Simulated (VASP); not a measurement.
# Ba (Pm-3m) in VASP: further runs

The runs below take Ba through single point, with PBE.

All numbers are computed with VASP 6.6.1; they aren't measurements. Logs are shortened: lines on timing, memory, paths and dates and some standing lists are left out, and cuts for length are marked.

### Step 1. The structure

The structure is cubic, space group Pm-3m (No. 221). Conventional cell: a = 3.918 Å, b = 3.918 Å, c = 3.918 Å, α = 90.00°, β = 90.00°, γ = 90.00°. Around Ba (site symmetry m-3m) lie 6 Ba at 3.92 Å.

This isn't the form of Ba at room conditions, which is bcc.

### Step 2. Single point, PBE

Contents of INCAR:

```
PREC = Accurate
ENCUT = 450
EDIFF = 1E-6
ISMEAR = 1
SIGMA = 0.4
LREAL = F
LASPH = T
NELM = 100
ALGO = Normal
ISIF = 2
LWAVE = F
LCHARG = F
GGA = PE
ADDGRID = F
```

Contents of KPOINTS:

```
regular mesh
0
Gamma
  14 14 14
```

Contents of POSCAR:

```
Ba
1.0
    3.9177175405      0.0000000000      0.0000000000
    0.0000000000      3.9177175405      0.0000000000
    0.0000000000      0.0000000000      3.9177175405
Ba
1
Direct
    0.0000000000      0.0000000000      0.0000000000
```

Potentials or basis: VASP PAW PBE potentials, release 64 (Ba_sv).

Started as:

```
$ cat potpaw_PBE.64/Ba_sv/POTCAR > POTCAR
$ mpirun -np 1 vasp_std > vasp.out
```

OUTCAR:

```text
PREC = Accurate
   ENCUT = 450
   EDIFF = 1E-6
   ISMEAR = 1
   LREAL = F
   LASPH = T
   NELM = 100
   ISIF = 2
   GGA = PE

 Found    120 irreducible k-points:

 Following reciprocal coordinates:
            Coordinates               Weight
  0.000000  0.000000  0.000000      1.000000
  0.071429  0.000000  0.000000      6.000000
  0.142857  0.000000  0.000000      6.000000
  0.214286  0.000000  0.000000      6.000000
  0.285714  0.000000  0.000000      6.000000
  0.357143  0.000000  0.000000      6.000000
   k-points           NKPTS =    120   k-points in BZ     NKDIM =    120   number of bands    NBANDS=      9
   number of dos      NEDOS =    301   number of ions     NIONS =      1
   total plane-waves  NPLWV =  21952
   dimension x,y,z NGX =    28 NGY =   28 NGZ =   28
   dimension x,y,z NGXF=    56 NGYF=   56 NGZF=   56
   ions per type =               1
   NGX,Y,Z   is equivalent  to a cutoff of  11.88, 11.88, 11.88 a.u.
   NGXF,Y,Z  is equivalent  to a cutoff of  23.76, 23.76, 23.76 a.u.
 SYSTEM =  unknown system
   PREC   = accura    normal or accurate (medium, high low for compatibility)
   ISTART =      0    job   : 0-new  1-cont  2-samecut
   ICHARG =      2    charge: 1-file 2-atom 10-const
   ISPIN  =      1    spin polarized calculation?
   LNONCOLLINEAR =      F non collinear calculations
   LSORBIT =      F    spin-orbit coupling
   LASPH  =      T    aspherical Exc in radial PAW
   ENCUT  =  450.0 eV  33.07 Ry    5.75 a.u.   6.78  6.78  6.78*2*pi/ulx,y,z
   NELM   =    100;   NELMIN=  2; NELMDL= -5     # of ELM steps
   EDIFF  = 0.1E-05   stopping-criterion for ELM
   LREAL  =      F    real-space projection
   EDIFFG = 0.1E-04   stopping-criterion for IOM
   NSW    =      0    number of steps for IOM
   IBRION =     -1    ionic relax: 0-MD 1-quasi-New 2-CG
   NFREE  =      0    steps in history (QN), initial steepest desc. (CG)
   ISIF   =      2    stress and relaxation
   ISYM   =      2    0-nonsym 1-usesym 2-fastsym
   POTIM  = 0.5000    time-step for ionic-motion
   TEBEG  =    0.0;   TEEND  =   0.0 temperature during run
   PSTRESS=    0.0 pullay stress
   NELECT =      10.0000    total number of electrons
   NUPDOWN=      -1.0000    fix difference up-down
   EMIN   =  10.00;   EMAX   =-10.00  energy-range for DOS
   EFERMI =   0.00;   METHOD = LEGACY
   ISMEAR =     1;   SIGMA  =   0.40  broadening in eV -4-tet -1-fermi 0-gaus
   EFERMI_NEDOS =   21; number of points for ismear=-14 and -15
   IALGO  =     38    algorithm
   IMIX   =      4    mixing-type and parameters
     AMIX     =   0.40;   BMIX     =  1.00
     AMIX_MAG =   1.60;   BMIX_MAG =  1.00
  volume/ion in A,a.u.               =      60.13       405.78
  Fermi-wavevector in a.u.,A,eV,Ry     =   0.900275  1.701272 11.027448  0.810495
  Thomas-Fermi vector in A             =   2.023212
   LORBIT       =      0    0 simple, 1 ext, 2 COOP (PROOUT), +10 PAW based schemes
   GGA     = PE    functional components
   LHFCALC =     F    Hartree Fock is set to
   AEXX    =    0.0000 exact exchange contribution
   IVDW    =     0    specifies the selected vdW correction
   LEPSILON=     F    determine dielectric tensor
   LRPA    =     F    only Hartree local field effects (RPA)
 non-spin polarized calculation
 Methfessel and Paxton  Order N= 1 SIGMA  =   0.40
  energy-cutoff  :      450.00
  volume of cell :       60.13
 maximum number of plane-waves:      1334
 NGX is ok and might be reduce to    28
   NGX = 13   NGY = 13   NGZ = 13

 number of electron      10.0000000 magnetization

 number of electron       9.9999999 magnetization

 Free energy of the ion-electron system (eV)
  ---------------------------------------------------
  ext. energy  EPLUGINS =         0.00000000
  ---------------------------------------------------
  free energy    TOTEN  =        -1.58171104 eV

  energy without entropy =       -1.61758160  energy(sigma->0) =       -1.59366789

 E-fermi :   1.7507     XC(G=0):  -7.5439

 val. band max:        1.7501704507   @ k =   0.5000   0.4286   0.4286
 cond. band min:       1.7597693326   @ k =   0.0000   0.0000   0.0000
 fundamental gap:      0.0095988819
 Fermi energy:         1.7506525087

 k-point     1 :       0.0000    0.0000    0.0000
  band No.  band energies     occupation
      1     -27.4100      2.00000
      2     -12.2222      2.00000
      3     -12.2222      2.00000
      4     -12.2222      2.00000
      5      -0.8518      2.00000
      6       1.7598      0.96143
      7       1.7598      0.96143
      8       6.7023     -0.00000
      9       6.7023     -0.00000

 k-point     2 :       0.0714    0.0000    0.0000
  band No.  band energies     occupation
      1     -27.4069      2.00000
      2     -12.2636      2.00000
      3     -12.2187      2.00000
      4     -12.2187      2.00000
      5      -0.7722      2.00000
      6       1.7844      0.85789
      7       1.8430      0.62037
      8       6.4862     -0.00000
      9       6.4888     -0.00000

 k-point     3 :       0.1429    0.0000    0.0000
  band No.  band energies     occupation
      1     -27.3980      2.00000
      2     -12.3771      2.00000
      3     -12.2089      2.00000
      4     -12.2089      2.00000
      5      -0.5499      2.00000
      6       1.8553      0.57363
      7       2.0788      0.00987
      8       6.0100     -0.00000
      9       6.0101     -0.00000

 k-point     4 :       0.2143    0.0000    0.0000
  band No.  band energies     occupation
      1     -27.3850      2.00000
      2     -12.5351      2.00000
      3     -12.1947      2.00000
      4     -12.1947      2.00000
      5      -0.2249      2.00000
      6       1.9634      0.22588
      7       2.4085     -0.04204
      8       5.4912     -0.00000
      9       5.4912     -0.00000

 k-point     5 :       0.2857    0.0000    0.0000
  band No.  band energies     occupation
      1     -27.3706      2.00000
      2     -12.7030      2.00000
      3     -12.1787      2.00000
      4     -12.1787      2.00000
      5       0.1580      2.00000
      6       2.0924     -0.00534
      7       2.6983     -0.00407
      8       5.0339     -0.00000
      9       5.0339     -0.00000

 k-point     6 :       0.3571    0.0000    0.0000
  band No.  band energies     occupation
      1     -27.3575      2.00000
      2     -12.8483      2.00000
      3     -12.1643      2.00000
      4     -12.1643      2.00000
      5       0.5554      2.00020
      6       2.2184     -0.06990
      7       2.7856     -0.00155
      8       4.6851     -0.00000
      9       4.6851     -0.00000

 [... further k-points ...]
[... 5 lines left out ...]
  --------------------------------------------------------------------------------------
  -------------------------------------------------------------------------------------
  Total        0.0959218      0.0959218      0.0959218      0.0000000      0.0000000     -0.0000000
  in kB        2.5558098      2.5558098      2.5558098      0.0000000      0.0000000     -0.0000000
  external PRESSURE =       2.5558098 kB  Pullay stress =       0.0000000 kB

 VOLUME and BASIS-vectors are now :
 -----------------------------------------------------------------------------
  energy-cutoff  :      450.00
  volume of cell :       60.13
      direct lattice vectors                 reciprocal lattice vectors
     3.917717540  0.000000000  0.000000000     0.255250663  0.000000000  0.000000000
     0.000000000  3.917717540  0.000000000     0.000000000  0.255250663  0.000000000
     0.000000000  0.000000000  3.917717540     0.000000000  0.000000000  0.255250663

 POSITION                                       TOTAL-FORCE (eV/Angst)
 -----------------------------------------------------------------------------------
      0.00000      0.00000      0.00000         0.000000      0.000000      0.000000
 -----------------------------------------------------------------------------------
    total drift:                               -0.000000      0.000000     -0.000000

  FREE ENERGIE OF THE ION-ELECTRON SYSTEM (eV)
  ---------------------------------------------------
  free  energy   TOTEN  =        -1.5817110373 eV

  energy  without entropy=       -1.6175816007  energy(sigma->0) =       -1.59366789
```

Run time: 31 s. Hardware: 1 thread of Intel Xeon Platinum 8259CL at 2.50GHz (Skylake/Cascade Lake), shared host; peak memory 0.19 GiB.

These settings aren't checked as converged: the numbers below hold their error.

Results:

| Quantity | Value |
| --- | --- |
| Free energy | -1.5817 eV |
| Pressure | 0.3 GPa |
| Band gap on the k mesh | none (metal or under the smearing width) |

### Step 3. Single point, PBE

INCAR is that of step 2.

KPOINTS is that of step 2.

Contents of POSCAR:

```
Ba
1.0
    3.9784390000     -0.0454340000      0.0410850000
   -0.0454340000      3.9110040000      0.0402290000
    0.0410850000      0.0402290000      3.8659060000
Ba
1
Direct
   -0.0007550000      0.0095990000     -0.0077320000
```

Potentials or basis: VASP PAW PBE potentials, release 64 (Ba_sv).

Started as:

```
$ cat potpaw_PBE.64/Ba_sv/POTCAR > POTCAR
$ mpirun -np 1 vasp_std > vasp.out
```

It took 5.9 min on 1 thread of Intel Xeon Platinum 8259CL at 2.50GHz (Skylake/Cascade Lake), shared host; peak memory 0.7 GiB.

These settings aren't checked as converged: the numbers below hold their error.

What came out:

- Free energy: -1.5806 eV
- Pressure: 0.3 GPa
- Band gap on the k mesh: none (metal or under the smearing width)

[end of part 1 of 2]
